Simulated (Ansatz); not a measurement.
# Al3Cu2 under pressure: fit and missing row

Al3Cu2, P-3m1, a = 4.099 Å, c = 4.982 Å. The structure is a Materials Project entry; whether it is the stable form wasn't checked. Ansatz: PBEsol, PAW, 420 eV, Γ-centred 12×12×8 mesh on 5 atoms, Gaussian smearing 0.10 eV; no spin polarisation. Cell and atoms are relaxed at each pressure, and no other structure is tried, so the rows at high pressure may lie past a change of phase.

| V (Å³/atom) | P (GPa) |
| --- | --- |
| ? | 89.97 |
| 11.276 | 49.99 |
| 12.415 | 24.99 |
| 13.293 | 11.98 |
| 14.024 | 4.03 |
| 14.362 | 1.05 |
| 14.496 | -0.03 |
| 14.628 | -1.03 |

Problem. Take V0 = 14.496 Å³/atom, count pressures from its P0 = -0.03 GPa, fit the third-order Birch–Murnaghan form to the other rows, and predict the missing volume.

Solution. With the Eulerian strain f = ½[(V0/V)^(2/3) − 1] and y = (P − P0)/[3f(1 + 2f)^(5/2)], the form is the line y = B0 + 1.5 B0 (B0′ − 4) f. Rows (f, y): 0.09115, 120.4; 0.05442, 118.4; 0.02973, 116.6; 0.01116, 114.8; 0.00311, 114.0; -0.00301, 112.4. Means f = 0.03109, y = 116.10; Σ(Δf)² = 0.006496, ΣΔfΔy = 0.5221; the slope is their ratio. y = 113.6 + 80.37 f GPa, so B0 = 113.6 GPa and B0′ = 4 + 2 × (80.37)/(3 × 113.6) = 4.47. P = 89.97 GPa is met at f = 0.13352 (y = 124.33), so V = V0 (1 + 2f)^(−3/2) = 10.164 Å³/atom. The run gave 10.123 Å³/atom, so the fit is 0.041 Å³/atom too high, 0.91 % of the span of the series, against an rms of 0.005 Å³/atom on the fitted rows. The row lies outside the fitted range. A fourth-order term fitted to the same rows gives P = 88.81 GPa at this row's volume (the line 91.84, the run 89.97), which recovers part of the miss.